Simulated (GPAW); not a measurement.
# Ge (Fd-3m) in GPAW: a series of runs

The runs below take Ge through band structure, equation of state, with LDA, MS2, PBE.

Program: GPAW 26.7.0. These are calculated values, not measurements. Logs are shortened: lines on timing, memory, paths and dates and some standing lists are left out, and cuts for length are marked. The log counts tension as positive stress, the text compression.

**The experiment to reproduce.**

“Temperature-dependent photoluminescence in Ge: experiment and theory”, 2020, arxiv:2003.00143 reports, for a bulk crystal of Ge at 0 K: band gap 0.744 eV (indirect).

“Electronic and optical properties of SixGe1-x-ySny alloys lattice-matched to Ge”, 2021, arxiv:2109.02782 reports, for a bulk crystal of Ge at 300 K: band gap 0.807 eV (direct).

How close the calculation comes is told below.

## 1. The structure

The structure is cubic, space group Fd-3m (No. 227). Conventional cell: a = 5.658 Å, b = 5.658 Å, c = 5.658 Å, α = 90.00°, β = 90.00°, γ = 90.00°. Around Ge (site symmetry -43m) lie 4 Ge at 2.45 Å.

## 2. Band structure, LDA

Contents of run.py:

```python
from ase.dft.bandgap import bandgap
from ase.io import read, write
from ase.units import GPa
from gpaw import GPAW, PW, setup_paths

setup_paths.insert(0, '.')

atoms = read('POSCAR')

calc = GPAW(mode=PW(600),
            xc='LDA',
            kpts={'size': (8, 8, 8), 'gamma': True},
            occupations={'name': 'fermi-dirac', 'width': 0.05},
            setups={'Ge': 'jth'},
            nbands=-7,
            convergence={'density': 1e-05, 'energy': 1e-05},
            maxiter=150,
            txt='gpaw.txt')
atoms.calc = calc
energy = atoms.get_potential_energy()
forces = atoms.get_forces()
stress = atoms.get_stress()
calc.write('gs.gpw')
write('result.traj', atoms)
print(f'Energy: {energy:.6f} eV')
print('Forces (eV/A):')
print(forces.round(4))
print('Stress (GPa):', (stress / GPa).round(3))
print('Fermi level:', round(calc.get_fermi_level(), 4), 'eV')
print(f'Gap: {bandgap(calc)[0]:.4f} eV, direct: {bandgap(calc, direct=True)[0]:.4f} eV')

path = atoms.cell.bandpath('GXWKGLUWLK,UX', npoints=100, eps=1e-4)
bs_calc = calc.fixed_density(kpts=path, symmetry='off', nbands=-17,
                             convergence={'bands': 'CBM+6.0', 'eigenstates': 1e-6}, txt='bands.txt')
bs = bs_calc.band_structure()
bs.write('bs.json')
print(f'Gap on the path: {bandgap(bs_calc)[0]:.4f} eV')
```

Contents of POSCAR:

```
Ge
1.0
    0.0000000000      2.8289100000      2.8289100000
    2.8289100000      0.0000000000      2.8289100000
    2.8289100000      2.8289100000      0.0000000000
Ge
2
Direct
    0.7500000000      0.7500000000      0.7500000000
    0.5000000000      0.5000000000      0.5000000000
```

Potentials or basis: JTH PAW 2.0, LDA, pw.

Started as:

```console
OMP_NUM_THREADS=1 python run.py
```

gpaw.txt:

```text
__  _  _
 | _ |_)|_||  |
 |__||  | ||/\| - 26.7.0

Input parameters:
  mode=PW(ecut=600.0),
  convergence={'density': 1e-05, 'energy': 1e-05},
  kpts=MonkhorstPack(size=(8, 8, 8), gamma=True),
  maxiter=150,
  nbands=-7,
  occupations=Occupations(name='fermi-dirac', width=0.05),
  setups={'Ge': 'jth'},
  xc=XC(name='LDA')

Diagonalizing LCAO Hamiltonian
Converting LCAO to pw mode

           Ge

       Ge

Atoms  # Å, Bohr magnetons
|   | symbol |        x |        y |        z |    initial magnetic moments |
|---|--------|----------|----------|----------|-----------------------------|
| 0 |     Ge | 4.243365 | 4.243365 | 4.243365 | ( 0.0000,  0.0000,  0.0000) |
| 1 |     Ge | 2.828910 | 2.828910 | 2.828910 | ( 0.0000,  0.0000,  0.0000) |

Unit cell  # Å
| periodic |        x |        y |        z |  lengths |    angles |
|----------|----------|----------|----------|----------|-----------|
|      yes | 0.000000 | 2.828910 | 2.828910 | 4.000683 | 60.000000 |
|      yes | 2.828910 | 0.000000 | 2.828910 | 4.000683 | 60.000000 |
|      yes | 2.828910 | 2.828910 | 0.000000 | 4.000683 | 60.000000 |

Number of symmetries: 24
Symmetry operations  # r_c * U_cc + t_c -> r_c
|    | kind |            matrix            |
|----|------|------------------------------|
|  0 |  E   |  1, 0, 0,  0, 1, 0,  0, 0, 1 |
|  1 |  σ   |  1, 0, 0,  0, 0, 1,  0, 1, 0 |
|  2 |  σ   |  1, 0,-1,  0, 1,-1,  0, 0,-1 |
|  3 |  C3  |  1, 0,-1,  0, 0,-1,  0, 1,-1 |
|  4 |  C3  |  1,-1, 0,  0,-1, 1,  0,-1, 0 |
|  5 |  σ   |  1,-1, 0,  0,-1, 0,  0,-1, 1 |
|  6 |  σ   |  0, 1, 0,  1, 0, 0,  0, 0, 1 |
|  7 |  C3  |  0, 1, 0,  0, 0, 1,  1, 0, 0 |
|  8 |  C2  |  0, 1,-1,  1, 0,-1,  0, 0,-1 |
|  9 |  S4  |  0, 1,-1,  0, 0,-1,  1, 0,-1 |
| 10 |  C3  |  0, 0, 1,  1, 0, 0,  0, 1, 0 |
| 11 |  σ   |  0, 0, 1,  0, 1, 0,  1, 0, 0 |
| 12 |  S4  |  0, 0,-1,  1, 0,-1,  0, 1,-1 |
| 13 |  C3  |  0, 0,-1,  0, 1,-1,  1, 0,-1 |
| 14 |  S4  |  0,-1, 1,  1,-1, 0,  0,-1, 0 |
| 15 |  C2  |  0,-1, 1,  0,-1, 0,  1,-1, 0 |
| 16 |  C3  |  0,-1, 0,  1,-1, 0,  0,-1, 1 |
| 17 |  S4  |  0,-1, 0,  0,-1, 1,  1,-1, 0 |
| 18 |  S4  | -1, 1, 0, -1, 0, 1, -1, 0, 0 |
| 19 |  C3  | -1, 1, 0, -1, 0, 0, -1, 0, 1 |
| 20 |  C3  | -1, 0, 1, -1, 1, 0, -1, 0, 0 |
| 21 |  S4  | -1, 0, 1, -1, 0, 0, -1, 1, 0 |
| 22 |  σ   | -1, 0, 0, -1, 1, 0, -1, 0, 1 |
| 23 |  C2  | -1, 0, 0, -1, 0, 1, -1, 1, 0 |

BZ-sampling:
  Number of BZ points: 512
  Number of IBZ points: 29

  Monkhorst-Pack size: [8, 8, 8]
  Monkhorst-Pack shift: [0.0625, 0.0625, 0.0625]

K-points  # in reciprocal-cell coordinates
|     |                                coordinates |     weight |
|-----|--------------------------------------------|------------|
|   0 | (  0.00000000,   0.00000000,   0.00000000) | 0.00195312 |
|   1 | (  0.12500000,   0.12500000,   0.00000000) | 0.01171875 |
|   2 | (  0.12500000,   0.12500000,   0.12500000) | 0.01562500 |
|   3 | (  0.25000000,   0.12500000,   0.12500000) | 0.02343750 |
|   4 | (  0.25000000,   0.25000000,   0.00000000) | 0.01171875 |
|   5 | (  0.25000000,   0.25000000,   0.12500000) | 0.04687500 |
|   6 | (  0.25000000,   0.25000000,   0.25000000) | 0.01562500 |
|   7 | (  0.37500000,   0.25000000,  -0.37500000) | 0.04687500 |
|   8 | (  0.37500000,   0.25000000,   0.12500000) | 0.04687500 |
|   9 | (  0.37500000,   0.25000000,   0.25000000) | 0.04687500 |
| ... |                                            |            |
|  28 | (  0.50000000,   0.50000000,   0.50000000) | 0.00781250 |

Plane wave coefficients: 1540
Cutoff: 600.0 eV

Spin-components: 1 (collinear spins)
Bands:           21
Projectors:      12
Spin-degeneracy: 2
Datatype:        complex128

Parallelization:
  kpt:    1
  domain: 1
  band:   1

Density:
  Valence electrons: 28.0
  Components: 1
  Grid points: [24 24 24]
  Charge: 0.0  # |e|

Potential:
  Grid points: [24 24 24]

species:
  Ge:
    name:    Germanium
    Z:       32.0
    valence: 14
    core:    18
    charge:  0.0  # [|e|]
    compensation charges:
      type: sinc
      rc: 1.06  # [Å]
      lmax: 2
    cutoffs:
      filter: 1.22  # [Å]
      core: 2.00  # [Å]
    projectors
    | kind |    occ | energy [eV] | rcut [Å] |
    |------|--------|-------------|----------|
    |   4s |  2.000 |     -11.946 |    1.114 |
    |    s |        |      40.817 |    1.114 |
    |   4p |  2.000 |      -4.047 |    1.220 |
    |    p |        |      47.620 |    1.220 |
    |   3d | 10.000 |     -29.559 |    1.012 |
    |    d |        |      40.817 |    1.012 |

    Using partial waves for Ge as LCAO basis

Reference energy: -114064.660433  # eV

eigensolver:
  PPCG
  Converge bands: occupied
  niter=2

density mixing:
  MSR1-Mixer
  Pratt-step length: 0.05
  Maximum mixing coefficient: 0.75
  Old densities: 10
  SVD Regularization: 0.005
  Good broyden scale: 1.0
  Trust region scale: 1.0
  Backstep threshold: 4.0
  History deletion threshold: 6.0
  Fourier metric: weight=20.0, sigma=0.015

occupation numbers:
  Fermi-Dirac:
    width: 0.0500  # eV

poisson solver:
  ecut: 4800.0  # eV

xc functional:
  name: None

convergence criteria:
- Maximum integral of absolute [dens]ity change: 1e-05 electrons / valence electron
- Maximum [total energy] change in last 3 cyles: 1e-05 eV / valence electron
- Maximum integral of absolute [eigenst]ate change: 4e-08 eV^2 / valence electron
maximum number of iterations: 150

SCF iterations
|iter     | |      energy | eigst |  dens |
|---------|-|-------------|-------|-------|
|iter:   1| |  -10.483694 | -0.37 |       |
|iter:   2| |  -10.471144 | -2.08 | -1.41 |
|iter:   3| |  -10.332590 | -2.47 | -1.43 |
|iter:   4| |  -10.323754 | -3.02 | -2.00 |
|iter:   5| |  -10.323695 | -4.64 | -2.93 |
|iter:   6| |  -10.323701c| -5.36 | -3.54 |
|iter:   7| |  -10.323700c| -6.30 | -4.14 |
|iter:   8| |  -10.323700c| -7.05 | -4.63 |
|iter:   9| |  -10.323700c| -7.91c| -5.67c|

Converged in 9 steps
Energy contributions relative to reference atoms: (reference = -114064.660433)

Energy contributions:
  Kinetic:          10.653050
  Coulomb:          -9.309504
  Zero:              0.021574
  External:          0.000000
  Xc:              -11.688320
  Entropy:          -0.001000
  Spinorbit:         0.000000
  ----------------------------
  Free energy:     -10.324200
  Extrapolated:    -10.323700

dipole moment: (3.687827, 3.687827, 3.687827)  # |e|*Ang

Fermi level: 4.345
Eigenvalues  # (at kpt = [0.000, 0.000, 0.000])
| band index |      eig [eV] | occ [0-2] |
|------------|---------------|-----------|
|          0 |       -20.529 |     2.000 |
|        ... |               |           |
|          4 |       -20.492 |     2.000 |
|          5 |       -20.280 |     2.000 |
|          6 |       -20.280 |     2.000 |
|          7 |       -20.280 |     2.000 |
|          8 |       -20.268 |     2.000 |
|          9 |       -20.268 |     2.000 |
[... 9 lines left out ...]
|         19 |        13.948 |     0.000 |
|         20 |        13.948 |     0.000 |

No gap
No difference between direct/indirect transitions

Forces  # eV/Ang
|        x |        y |        z |
|----------|----------|----------|
| -0.00000 | -0.00000 | -0.00000 |  # Ge   0
|  0.00000 | -0.00000 |  0.00000 |  # Ge   1

Stress tensor  # eV/Ang^3
|        x |         y |         z |
|----------|-----------|-----------|
| 0.012249 |  0.000000 |  0.000000 |
| 0.000000 |  0.012249 | -0.000000 |
| 0.000000 | -0.000000 |  0.012249 |

# Writing to gs.gpw (mode='')
```

It took 50 s on 1 thread of Intel Xeon Platinum 8488C (Sapphire Rapids), shared host; peak memory 0.29 GiB.

What came out:

```
Free energy             : -10.3242 eV
Pressure                : -2.0 GPa
Band gap along the path : none (metal or under the smearing width)
```

Levels at the corners of the path, in eV from the Fermi level:
| point | band 11 | band 12 | band 13 | band 14 | band 15 | band 16 | band 17 | band 18 |
| --- | --- | --- | --- | --- | --- | --- | --- | --- |
| Γ | -12.80 | -0.18 | 0.02 | 0.02 | 0.02 | 2.56 | 2.56 | 2.56 |
| X | -8.92 | -8.92 | -3.06 | -3.06 | 0.70 | 0.70 | 9.41 | 9.41 |
| W | -8.82 | -8.82 | -3.90 | -3.90 | 4.26 | 4.26 | 4.69 | 4.69 |
| K | -9.39 | -8.33 | -4.33 | -2.62 | 1.11 | 4.04 | 7.11 | 7.35 |
| Γ | -12.80 | -0.18 | 0.02 | 0.02 | 0.02 | 2.56 | 2.56 | 2.56 |
| L | -10.71 | -7.63 | -1.39 | -1.39 | 0.07 | 3.76 | 3.76 | 7.00 |
| U | -9.39 | -8.33 | -4.33 | -2.62 | 1.11 | 4.04 | 7.11 | 7.35 |
| W | -8.82 | -8.82 | -3.90 | -3.90 | 4.26 | 4.26 | 4.69 | 4.69 |
| L | -10.71 | -7.63 | -1.39 | -1.39 | 0.07 | 3.76 | 3.76 | 7.00 |
| K | -9.39 | -8.33 | -4.33 | -2.62 | 1.11 | 4.04 | 7.11 | 7.35 |
| U | -9.39 | -8.33 | -4.33 | -2.62 | 1.11 | 4.04 | 7.11 | 7.35 |
| X | -8.92 | -8.92 | -3.06 | -3.06 | 0.70 | 0.70 | 9.41 | 9.41 |

Caveat: the program truncates these outside data sets; this crystal is a semiconductor, whose small gap the functional closes, so the metal is an error of the method.

(Part 1 of 2 ends here.)
